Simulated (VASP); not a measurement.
Wanted: the native input for a VASP 6.6.1 run.

| Item | Value |
| --- | --- |
| Task | relaxation of cell and atoms |
| Functional | PBE |
| Potentials or basis | VASP PAW PBE potentials, release 64 (Cd, Se) |
| Cutoff | 600 eV |
| k mesh | 9 × 9 × 4 |
| Occupations | gaussian, width 0.03 eV |
| Spin | no spin polarisation |
| Further INCAR settings | ALGO = Normal; EDIFF = 1e-06; IBRION = 2; EDIFFG = -0.01; NSW = 90; ISIF = 3 |

The structure of CdSe (Cadmoselite) lies in POSCAR:

```
CdSe
1.0
    4.3000000000      0.0000000000      0.0000000000
   -2.1500000000      3.7239092363      0.0000000000
    0.0000000000      0.0000000000      7.0200000000
Cd Se
2 2
Direct
    0.3333333333      0.6666666667      0.0000000000
    0.6666666667      0.3333333333      0.5000000000
    0.3333333333      0.6666666667      0.3850000000
    0.6666666667      0.3333333333      0.8850000000
```

These files were run (other wordings do the same):

INCAR

```
  PREC = Accurate
  ENCUT = 600
  EDIFF = 1E-6
  ISMEAR = 0
  SIGMA = 0.03
  LREAL = F
  LASPH = T
  NELM = 80
  ALGO = Normal
  ISIF = 3
  LWAVE = F
  LCHARG = F
  GGA = PE
  IBRION = 2
  NSW = 90
  EDIFFG = -0.01
  KPAR = 2
```

KPOINTS

```
regular mesh
0
Gamma
  9 9 4
```

Potentials or basis: VASP PAW PBE potentials, release 64 (Cd, Se).

Launch:

```sh
$ cat potpaw_PBE.64/Cd/POTCAR potpaw_PBE.64/Se/POTCAR > POTCAR
$ mpirun -np 2 vasp_std > vasp.out
```

It gave:

The relaxed volume is 29.90 Å³/atom and the relaxed cell is a = 4.389 Å, b = 4.389 Å, c = 7.167 Å, α = 90.00°, β = 90.00°, γ = 120.00°. The space group after relaxing (to 0.05 Å) is P6_3mc (No. 186), the energy gained by relaxing is 21.9 meV/atom and the ionic steps are 9. The pressure after relaxing is 0.0 GPa, the largest force after relaxing is 0.007 eV/Å and the band gap on the k mesh is 0.53 eV, direct.

It took 4.2 min on 2 MPI ranks on Intel(R) Xeon(R) Platinum 8559C (Emerald Rapids), on a shared host, peak memory 0.32 GiB a rank.
